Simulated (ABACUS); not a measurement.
The system is Nb.

```
CELL_PARAMETERS angstrom
-1.66395 1.66395 1.66395
1.66395 -1.66395 1.66395
1.66395 1.66395 -1.66395
ATOMIC_POSITIONS crystal
Nb 0.00000 0.00000 0.00000
```

Base run:

| Item | Value |
| --- | --- |
| Program | ABACUS 3.10.1 |
| Functional | r2SCAN |
| Potentials or basis | SG15 ONCV 1.2 PBE |
| Cutoff | 1361 eV |
| Density cutoff | 5442 eV |
| Basis | DZP LCAO (the cutoffs set its grid) |
| k mesh | 8 × 8 × 8 |
| Occupations | fermi-dirac, width 0.05 eV |
| Spin | no spin polarisation |

Its results: band gap on the k mesh none (metal or under the smearing width); pressure -3.2 GPa.

Problem. The run is repeated on the same cell with these changes: functional from r2SCAN to SCAN. What comes out?

Solution. Band gap on the k mesh none (metal or under the smearing width); pressure -5.0 GPa.

Caveats: the atomic orbitals were generated for these runs and aren't a published set; the potentials were made for another functional, which shifts forces and pressure; the basis of atomic orbitals isn't converged, which shifts pressures, moduli and gaps.

Not every run made on this cell is shown here.
